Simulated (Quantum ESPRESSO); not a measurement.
# V (Im-3m) in Quantum ESPRESSO: further runs, part 3 of 4

Quantum ESPRESSO 7.5. The steps go on from the part before.

## 5. Phonon dispersion, PBE, collinear spin, ferromagnetic start

pw.in

```
&CONTROL
  calculation = 'scf'
  prefix = 'pwscf'
  outdir = './tmp'
  pseudo_dir = './pseudo'
  tprnfor = .true.
  tstress = .true.
  disk_io = 'low'
/
&SYSTEM
  ibrav = 0
  nat = 1
  ntyp = 1
  ecutwfc = 45
  ecutrho = 360
  nbnd = 15
  occupations = 'smearing'
  smearing = 'mv'
  degauss = 0.01469973
  nspin = 2
  starting_magnetization(1) = 0.1538
/
&ELECTRONS
  conv_thr = 2d-10
  electron_maxstep = 120
  mixing_beta = 0.3
/
ATOMIC_SPECIES
V     50.9415 v_pbe_v1.4.uspp.F.UPF
CELL_PARAMETERS angstrom
  -1.5143500000    1.5143500000    1.5143500000
   1.5143500000   -1.5143500000    1.5143500000
   1.5143500000    1.5143500000   -1.5143500000
ATOMIC_POSITIONS crystal
V      0.0000000000    0.0000000000    0.0000000000
K_POINTS automatic
12 12 12 0 0 0
```

relax.in

```
&CONTROL
  calculation = 'vc-relax'
  prefix = 'pwscf'
  outdir = './tmp'
  pseudo_dir = './pseudo'
  tprnfor = .true.
  tstress = .true.
  disk_io = 'low'
  nstep = 40
  forc_conv_thr = 0.0001
  etot_conv_thr = 1d-06
/
&SYSTEM
  ibrav = 0
  nat = 1
  ntyp = 1
  ecutwfc = 45
  ecutrho = 360
  nbnd = 15
  occupations = 'smearing'
  smearing = 'mv'
  degauss = 0.01469973
  nspin = 2
  starting_magnetization(1) = 0.1538
/
&ELECTRONS
  conv_thr = 2d-10
  electron_maxstep = 120
  mixing_beta = 0.3
/
&IONS
  ion_dynamics = 'bfgs'
/
&CELL
  cell_dynamics = 'bfgs'
  press = 0
  press_conv_thr = 0.2
/
ATOMIC_SPECIES
V     50.9415 v_pbe_v1.4.uspp.F.UPF
CELL_PARAMETERS angstrom
  -1.5143500000    1.5143500000    1.5143500000
   1.5143500000   -1.5143500000    1.5143500000
   1.5143500000    1.5143500000   -1.5143500000
ATOMIC_POSITIONS crystal
V      0.0000000000    0.0000000000    0.0000000000
K_POINTS automatic
12 12 12 0 0 0
```

scf2.in

```
&CONTROL
  calculation = 'scf'
  prefix = 'pwscf'
  outdir = './tmp'
  pseudo_dir = './pseudo'
  tprnfor = .true.
  tstress = .true.
  disk_io = 'low'
/
&SYSTEM
  ibrav = 0
  nat = 1
  ntyp = 1
  ecutwfc = 45
  ecutrho = 360
  nbnd = 15
  occupations = 'smearing'
  smearing = 'mv'
  degauss = 0.01469973
  nspin = 2
  starting_magnetization(1) = 0.1538
/
&ELECTRONS
  conv_thr = 1d-13
  electron_maxstep = 120
  mixing_beta = 0.3
  startingpot = 'file'
  startingwfc = 'file'
/
ATOMIC_SPECIES
V     50.9415 v_pbe_v1.4.uspp.F.UPF
CELL_PARAMETERS angstrom
  -1.4974866919    1.4974866919    1.4974866919
   1.4974866919   -1.4974866919    1.4974866919
   1.4974866919    1.4974866919   -1.4974866919
ATOMIC_POSITIONS crystal
V      0.0000000000    0.0000000000    0.0000000000
K_POINTS automatic
12 12 12 0 0 0
```

ph.in

```
phonon_bands of V
&INPUTPH
  prefix = 'pwscf'
  outdir = './tmp'
  tr2_ph = 1d-18
  fildyn = 'dyn'
  niter_ph = 90
  alpha_mix(1) = 0.4
  ldisp = .true.
  nq1 = 2
  nq2 = 2
  nq3 = 2
/
```

q2r.in

```
&INPUT
  fildyn = 'dyn'
  zasr = 'crystal'
  flfrc = 'fc'
/
```

matdyn.in

```
&INPUT
  asr = 'crystal'
  flfrc = 'fc'
  flfrq = 'freq'
  q_in_cryst_coord = .true.
  flvec = ' '
/
80
 0.0000000000  0.0000000000  0.0000000000
 0.0312500000 -0.0312500000  0.0312500000
 0.0625000000 -0.0625000000  0.0625000000
 0.0937500000 -0.0937500000  0.0937500000
 0.1250000000 -0.1250000000  0.1250000000
 0.1562500000 -0.1562500000  0.1562500000
 0.1875000000 -0.1875000000  0.1875000000
 0.2187500000 -0.2187500000  0.2187500000
 0.2500000000 -0.2500000000  0.2500000000
 0.2812500000 -0.2812500000  0.2812500000
 0.3125000000 -0.3125000000  0.3125000000
 0.3437500000 -0.3437500000  0.3437500000
 0.3750000000 -0.3750000000  0.3750000000
 0.4062500000 -0.4062500000  0.4062500000
 0.4375000000 -0.4375000000  0.4375000000
 0.4687500000 -0.4687500000  0.4687500000
 0.5000000000 -0.5000000000  0.5000000000
 0.4545454545 -0.4545454545  0.5000000000
 0.4090909091 -0.4090909091  0.5000000000
 0.3636363636 -0.3636363636  0.5000000000
 0.3181818182 -0.3181818182  0.5000000000
 0.2727272727 -0.2727272727  0.5000000000
 0.2272727273 -0.2272727273  0.5000000000
 0.1818181818 -0.1818181818  0.5000000000
 0.1363636364 -0.1363636364  0.5000000000
 0.0909090909 -0.0909090909  0.5000000000
 0.0454545455 -0.0454545455  0.5000000000
 0.0000000000  0.0000000000  0.5000000000
 0.0000000000  0.0000000000  0.4583333333
 0.0000000000  0.0000000000  0.4166666667
 0.0000000000  0.0000000000  0.3750000000
 0.0000000000  0.0000000000  0.3333333333
 0.0000000000  0.0000000000  0.2916666667
 0.0000000000  0.0000000000  0.2500000000
 0.0000000000  0.0000000000  0.2083333333
 0.0000000000  0.0000000000  0.1666666667
 0.0000000000  0.0000000000  0.1250000000
 0.0000000000  0.0000000000  0.0833333333
 0.0000000000  0.0000000000  0.0416666667
 0.0000000000  0.0000000000  0.0000000000
 0.0166666667  0.0166666667  0.0166666667
 0.0333333333  0.0333333333  0.0333333333
 0.0500000000  0.0500000000  0.0500000000
 0.0666666667  0.0666666667  0.0666666667
 0.0833333333  0.0833333333  0.0833333333
 0.1000000000  0.1000000000  0.1000000000
 0.1166666667  0.1166666667  0.1166666667
 0.1333333333  0.1333333333  0.1333333333
 0.1500000000  0.1500000000  0.1500000000
 0.1666666667  0.1666666667  0.1666666667
 0.1833333333  0.1833333333  0.1833333333
 0.2000000000  0.2000000000  0.2000000000
 0.2166666667  0.2166666667  0.2166666667
 0.2333333333  0.2333333333  0.2333333333
 0.2500000000  0.2500000000  0.2500000000
 0.2666666667  0.2000000000  0.2666666667
 0.2833333333  0.1500000000  0.2833333333
 0.3000000000  0.1000000000  0.3000000000
 0.3166666667  0.0500000000  0.3166666667
 0.3333333333  0.0000000000  0.3333333333
 0.3500000000 -0.0500000000  0.3500000000
 0.3666666667 -0.1000000000  0.3666666667
 0.3833333333 -0.1500000000  0.3833333333
 0.4000000000 -0.2000000000  0.4000000000
 0.4166666667 -0.2500000000  0.4166666667
 0.4333333333 -0.3000000000  0.4333333333
 0.4500000000 -0.3500000000  0.4500000000
 0.4666666667 -0.4000000000  0.4666666667
 0.4833333333 -0.4500000000  0.4833333333
 0.5000000000 -0.5000000000  0.5000000000
 0.2500000000  0.2500000000  0.2500000000
 0.2222222222  0.2222222222  0.2777777778
 0.1944444444  0.1944444444  0.3055555556
 0.1666666667  0.1666666667  0.3333333333
 0.1388888889  0.1388888889  0.3611111111
 0.1111111111  0.1111111111  0.3888888889
 0.0833333333  0.0833333333  0.4166666667
 0.0555555556  0.0555555556  0.4444444444
 0.0277777778  0.0277777778  0.4722222222
 0.0000000000  0.0000000000  0.5000000000
```

matdyn_dos.in

```
&INPUT
  asr = 'crystal'
  flfrc = 'fc'
  dos = .true.
  fldos = 'phdos'
  nk1 = 18
  nk2 = 18
  nk3 = 18
  deltaE = 1
  flvec = ' '
  flfrq = ' '
/
```

matdyn_mesh.in

```
&INPUT
  asr = 'crystal'
  flfrc = 'fc'
  flfrq = 'mesh'
  q_in_cryst_coord = .true.
  flvec = ' '
/
1000
 0.05000000  0.05000000  0.05000000
 0.05000000  0.05000000  0.15000000
 0.05000000  0.05000000  0.25000000
[... 997 further points of the even 10 x 10 x 10 mesh, shifted by half a step ...]
```

Potentials or basis: GBRV 1.5 PBE.

Launch:

```
$ OMP_NUM_THREADS=1 pw.x -in pw.in > pw.out
$ OMP_NUM_THREADS=1 pw.x -in relax.in > relax.out
$ OMP_NUM_THREADS=1 pw.x -in scf2.in > scf2.out
$ OMP_NUM_THREADS=1 ph.x -in ph.in > ph.out
$ OMP_NUM_THREADS=1 q2r.x -in q2r.in > q2r.out
$ OMP_NUM_THREADS=1 matdyn.x -in matdyn.in > matdyn.out
$ OMP_NUM_THREADS=1 matdyn.x -in matdyn_dos.in > matdyn_dos.out
$ OMP_NUM_THREADS=1 matdyn.x -in matdyn_mesh.in > matdyn_mesh.out
```

pw.out:

```text
This program is part of the open-source Quantum ESPRESSO suite
     for quantum simulation of materials; please cite
[... 9 lines left out ...]
     --------------------
     sticks:   dense  smooth     PW     G-vecs:    dense   smooth      PW
     Sum         657     333    129                10833     3805     959

     Using Slab Decomposition

     bravais-lattice index     =            0
     lattice parameter (alat)  =       4.9566  a.u.
     unit-cell volume          =      93.7423 (a.u.)^3
     number of atoms/cell      =            1
     number of atomic types    =            1
     number of electrons       =        13.00
     number of Kohn-Sham states=           15
     kinetic-energy cutoff     =      45.0000  Ry
     charge density cutoff     =     360.0000  Ry
     scf convergence threshold =      2.0E-10
     mixing beta               =       0.3000
     number of iterations used =            8  plain     mixing
     Exchange-correlation=  SLA  PW   PBX  PBC
                           (   1   4   3   4   0   0   0)

     celldm(1)=   4.956621  celldm(2)=   0.000000  celldm(3)=   0.000000
     celldm(4)=   0.000000  celldm(5)=   0.000000  celldm(6)=   0.000000

     crystal axes: (cart. coord. in units of alat)
               a(1) = (  -0.577350   0.577350   0.577350 )
               a(2) = (   0.577350  -0.577350   0.577350 )
               a(3) = (   0.577350   0.577350  -0.577350 )

     reciprocal axes: (cart. coord. in units 2 pi/alat)
               b(1) = ( -0.000000  0.866025  0.866025 )
               b(2) = (  0.866025 -0.000000  0.866025 )
               b(3) = (  0.866025  0.866025  0.000000 )

     PseudoPot. # 1 for V  read from file:
     v_pbe_v1.4.uspp.F.UPF
     Pseudo is Ultrasoft + core correction, Zval = 13.0
     Generated by new atomic code, or converted to UPF format
     Using radial grid of  853 points,  6 beta functions with:
                l(1) =   0
                l(2) =   0
                l(3) =   1
                l(4) =   1
                l(5) =   2
                l(6) =   2
     Q(r) pseudized with  8 coefficients,  rinner =    1.100   1.100   1.100
                                                       1.100   1.100

     atomic species   valence    mass     pseudopotential
     V                13.00    50.94150     V ( 1.00)

     Starting magnetic structure
     atomic species   magnetization
     V               0.154

     48 Sym. Ops., with inversion, found

   Cartesian axes

     site n.     atom                  positions (alat units)
         1        V      tau(   1) = (   0.0000000   0.0000000   0.0000000  )

     number of k points=    72  Marzari-Vanderbilt smearing, width (Ry)=  0.0147
                       cart. coord. in units 2pi/alat
        k(    1) = (   0.0000000   0.0000000   0.0000000), wk =   0.0005787
        k(    2) = (   0.0721688   0.0721688   0.0000000), wk =   0.0069444
        k(    3) = (   0.1443376   0.1443376   0.0000000), wk =   0.0069444
        k(    4) = (   0.2165064   0.2165064   0.0000000), wk =   0.0069444
        k(    5) = (   0.2886751   0.2886751   0.0000000), wk =   0.0069444
        k(    6) = (   0.3608439   0.3608439   0.0000000), wk =   0.0069444
[... 64 lines left out ...]
        k(   71) = (  -0.8660254  -0.0721688  -0.0721688), wk =   0.0069444
        k(   72) = (  -0.8660254  -0.8660254  -0.8660254), wk =   0.0005787

     Dense  grid:    10833 G-vectors     FFT dimensions: (  30,  30,  30)

     Smooth grid:     3805 G-vectors     FFT dimensions: (  24,  24,  24)

     Check: negative core charge=   -0.000004
     Generating pointlists ...
     new r_m :   0.4125 (alat units)  2.0446 (a.u.) for type    1

     Initial potential from superposition of free atoms

     starting charge      12.9988, renormalised to      13.0000

     negative rho (up, down):  4.323E-04 3.171E-04
     Starting wfcs are   10 randomized atomic wfcs +    5 random wfcs

     Self-consistent Calculation

     iteration #  1     ecut=    45.00 Ry     beta= 0.30
     Davidson diagonalization with overlap
     ethr =  1.00E-02,  avg # of iterations =  4.0

     Threshold (ethr) on eigenvalues was too large:
     Diagonalizing with lowered threshold

     Davidson diagonalization with overlap
     ethr =  7.74E-04,  avg # of iterations =  1.0

     negative rho (up, down):  4.246E-04 4.137E-04

     total energy              =    -145.04404448 Ry
     estimated scf accuracy    <       0.10096580 Ry

     total magnetization       =     0.85 Bohr mag/cell
     absolute magnetization    =     0.85 Bohr mag/cell

     iteration #  2     ecut=    45.00 Ry     beta= 0.30
     Davidson diagonalization with overlap
     ethr =  7.77E-04,  avg # of iterations =  1.0

     negative rho (up, down):  3.944E-04 4.796E-04

     total energy              =    -145.06242913 Ry
     estimated scf accuracy    <       0.02031815 Ry

     total magnetization       =     0.78 Bohr mag/cell
     absolute magnetization    =     0.78 Bohr mag/cell

     iteration #  3     ecut=    45.00 Ry     beta= 0.30
     Davidson diagonalization with overlap
     ethr =  1.56E-04,  avg # of iterations =  1.2

     negative rho (up, down):  3.390E-04 5.841E-04

     total energy              =    -145.07027073 Ry
     estimated scf accuracy    <       0.00892372 Ry

     total magnetization       =     0.69 Bohr mag/cell
     absolute magnetization    =     0.69 Bohr mag/cell

     iteration #  4     ecut=    45.00 Ry     beta= 0.30
     Davidson diagonalization with overlap
     ethr =  6.86E-05,  avg # of iterations =  1.1

     negative rho (up, down):  3.999E-04 5.167E-04

     total energy              =    -145.07296622 Ry
     estimated scf accuracy    <       0.00020147 Ry

     total magnetization       =     0.43 Bohr mag/cell
     absolute magnetization    =     0.43 Bohr mag/cell
[... 85 lines left out ...]
     iteration # 12     ecut=    45.00 Ry     beta= 0.30
     Davidson diagonalization with overlap
     ethr =  1.09E-09,  avg # of iterations =  2.0

     negative rho (up, down):  4.570E-04 4.592E-04

     total energy              =    -145.07353793 Ry
     estimated scf accuracy    <       0.00000001 Ry

     total magnetization       =     0.02 Bohr mag/cell
     absolute magnetization    =     0.02 Bohr mag/cell

     iteration # 13     ecut=    45.00 Ry     beta= 0.30
     Davidson diagonalization with overlap
     ethr =  1.12E-10,  avg # of iterations =  2.0

     negative rho (up, down):  4.579E-04 4.582E-04

     total energy              =    -145.07353828 Ry
     estimated scf accuracy    <          3.9E-09 Ry

     total magnetization       =     0.01 Bohr mag/cell
     absolute magnetization    =     0.01 Bohr mag/cell

     iteration # 14     ecut=    45.00 Ry     beta= 0.30
     Davidson diagonalization with overlap
     ethr =  2.98E-11,  avg # of iterations =  2.0

     negative rho (up, down):  4.580E-04 4.582E-04

     Magnetic moment per site  (integrated on atomic sphere of radius R)
     atom   1 (R=0.412)  charge= 11.3124  magn=  0.0006

     End of self-consistent calculation

     Number of k-points >= 100: set verbosity='high' to print the bands.

     the Fermi energy is    16.0161 ev

!    total energy              =    -145.07353902 Ry
     estimated scf accuracy    <          4.6E-11 Ry
     smearing contrib. (-TS)   =      -0.00023268 Ry
     internal energy E=F+TS    =    -145.07330634 Ry

     The total energy is F=E-TS. E is the sum of the following terms:
     one-electron contribution =     -47.75591220 Ry
     hartree contribution      =      29.75670820 Ry
     xc contribution           =     -19.61542379 Ry
     ewald contribution        =    -107.45867855 Ry

     total magnetization       =     0.00 Bohr mag/cell
     absolute magnetization    =     0.00 Bohr mag/cell

     convergence has been achieved in  14 iterations

     negative rho (up, down):  4.580E-04 4.582E-04

     Forces acting on atoms (cartesian axes, Ry/au):

     atom    1 type  1   force =     0.00000000    0.00000000    0.00000000

     Total force =     0.000000     Total SCF correction =     0.000000

     Computing stress (Cartesian axis) and pressure

     negative rho (up, down):  4.580E-04 4.582E-04
          total   stress  (Ry/bohr**3)                   (kbar)     P=      -56.59
  -0.00038466   0.00000000  -0.00000000          -56.59        0.00       -0.00
   0.00000000  -0.00038466   0.00000000            0.00      -56.59        0.00
   0.00000000   0.00000000  -0.00038466            0.00        0.00      -56.59

=------------------------------------------------------------------------------=
   JOB DONE.
=------------------------------------------------------------------------------=
```

Wall time 13 min (1 thread of Arm Neoverse V1, shared host); peak memory 0.09 GiB.

What came out:

* Free energy: -1973.8342 eV
* Relaxed volume: 13.43 Å³/atom
* Relaxed cell: a = 2.594 Å, b = 2.594 Å, c = 2.594 Å, α = 109.47°, β = 109.47°, γ = 109.47°
* Space group after relaxing (to 0.05 Å): Im-3m (No. 229)
* Pressure after relaxing: 0.0 GPa
* Band gap on the k mesh: none (metal or under the smearing width)
* Net moment: 0.00 μB per cell
* Absolute moment: 0.00 μB per cell
* Valence electrons inside the program's atomic spheres: V 11.31
* Highest phonon frequency: 250 cm⁻¹
* Zero-point energy: 0.034 eV/atom

The path:
```tsv
step	energy change (eV)	largest force (eV/Å)	pressure (GPa)	volume (Å³)
1	0.0000	0.0000	-5.66	13.89
2	-0.0082	0.0000	-0.82	13.49
3	-0.0083	0.0000	0.03	13.43
4	-0.0083	0.0000	0.00	13.43
```

Final structure:
```
V
1.0
    -1.49749    1.49749    1.49749
     1.49749   -1.49749    1.49749
     1.49749    1.49749   -1.49749
V
1
Direct
  0.00000 0.00000 0.00000
```

Levels at points of the mesh, in eV from the Fermi level:
Spin up:
| k point | band 3 | band 4 | band 5 | band 6 | band 7 | band 8 | band 9 | band 10 |
| --- | --- | --- | --- | --- | --- | --- | --- | --- |
| (0.00, 0.00, 0.00) | -37.00 | -37.00 | -6.61 | 0.41 | 0.41 | 0.41 | 2.43 | 2.43 |
| (0.00, 0.00, -0.50) | -37.29 | -37.01 | -3.19 | -1.14 | 1.63 | 2.43 | 2.79 | 4.14 |
| (-0.50, -0.50, -0.50) | -37.63 | -37.63 | -3.02 | -3.02 | 3.74 | 3.74 | 3.74 | 10.22 |
Spin down:
```csv
k point,band 2,band 3,band 4,band 5,band 6,band 7,band 8,band 9,band 10,band 11
"(0.00, 0.00, 0.00)",-37.00,-37.00,-37.00,-6.61,0.41,0.41,0.41,2.43,2.43,20.57
"(0.00, 0.00, -0.50)",-37.91,-37.29,-37.01,-3.19,-1.14,1.63,2.43,2.79,4.14,10.19
"(-0.50, -0.50, -0.50)",-37.63,-37.63,-37.63,-3.02,-3.02,3.74,3.74,3.74,10.22,10.22
```

Phonon frequencies in cm⁻¹ (negative: imaginary):
```tsv
q point	frequencies
(0.000, 0.000, 0.000)	0 0 0
(0.219, -0.219, 0.219)	123 186 186
(0.438, -0.438, 0.438)	242 248 248
(0.273, -0.273, 0.500)	219 222 240
(0.000, 0.000, 0.458)	169 177 223
(0.000, 0.000, 0.167)	85 89 113
(0.050, 0.050, 0.050)	71 71 74
(0.167, 0.167, 0.167)	183 183 187
(0.283, 0.150, 0.283)	199 201 201
(0.400, -0.200, 0.400)	224 226 226
(0.250, 0.250, 0.250)	200 200 200
(0.056, 0.056, 0.444)	174 181 222
```

Phonon frequencies at the corners of the path (cm⁻¹, interpolated; i marks imaginary ones):
```csv
point,frequencies
Γ,0 0 0
H,250 250 250
N,170 179 225
P,200 200 200
```

Phonon states per cell in windows of 20 cm⁻¹ (negative: imaginary):
```
from (cm⁻¹)  total
          0   0.00
         20   0.00
         40   0.02
         60   0.03
         80   0.06
        100   0.09
        120   0.15
        140   0.24
        160   0.48
        180   0.76
        200   0.67
        220   0.42
        240   0.08
```

Harmonic thermodynamics per atom at this volume (zero-point energy 34.4 meV, Debye temperature from the second moment 351 K):
| T (K) | free energy (meV) | entropy (k_B) | heat capacity Cv (k_B) |
| --- | --- | --- | --- |
| 50 | 34.3 | 0.16 | 0.50 |
| 100 | 32.1 | 0.91 | 1.72 |
| 200 | 17.2 | 2.45 | 2.58 |
| 298.15 | -8.2 | 3.53 | 2.80 |
| 500 | -83.5 | 5.01 | 2.93 |
| 800 | -232.3 | 6.40 | 2.97 |

Caveat: the q mesh is small, so phonon branches between its points and thermal values are rough.

[end of part 3 of 4]
